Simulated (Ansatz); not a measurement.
Clean, relaxed (001) surface of As, space group R-3m (No. 166) (top face towards +c; atoms held fixed, by place in the list: 1, 2, 3):

```yaml
crystal:
  lattice:
    - [3.78288, 0.00000, 0.00000]
    - [-1.89144, 3.27607, 0.00000]
    - [0.00000, 0.00000, 25.02468]
  atoms:
    - { symbol: As, position: [0.33333, 0.66667, 0.33966] }
    - { symbol: As, position: [0.66667, 0.33333, 0.39110] }
    - { symbol: As, position: [0.00000, 0.00000, 0.47428] }
    - { symbol: As, position: [0.33333, 0.66667, 0.52560] }
    - { symbol: As, position: [0.66667, 0.33333, 0.61008] }
    - { symbol: As, position: [0.00000, 0.00000, 0.66230] }
```

The calculation used DFT PBE+D3(BJ), scalar-relativistic, plane waves, PAW in Ansatz. Plane waves to 420 eV, a k mesh through Γ of 9×9×1 on the computed 6-atom cell and Gaussian smearing (0.10 eV); no spin polarisation. A dipole correction removes the field between periodic images along c.

The adsorption energy is E(slab + adsorbate) − E(slab) − E(free adsorbate, spin-polarised where open-shell). With the adsorbate the cell is lengthened along c to keep the vacuum.

Question: H (atom) is put on the top face (one adsorbate per 12.4 Å²) at each of these sites and relaxed. Order them from strongest to weakest binding.
A. hollow (As-As-As) at (0.33, 0.67), 1.0 Å under the top layer
B. top (As) at (0.00, 0.00)
C. bridge (As-As) at (0.50, 0.00)

Answer: C (-1.09 eV), B (-0.95 eV), A (-0.90 eV).

Each end is the local minimum or symmetric point that its start leads to.

For at least one of the starts the bottom face's work function also shifts by over 0.1 eV: the slab is too thin to screen the adsorbate, so the work functions aren't converged with thickness.

The adsorbed runs have no spin polarisation, so weakly bound open-shell ends lie too high.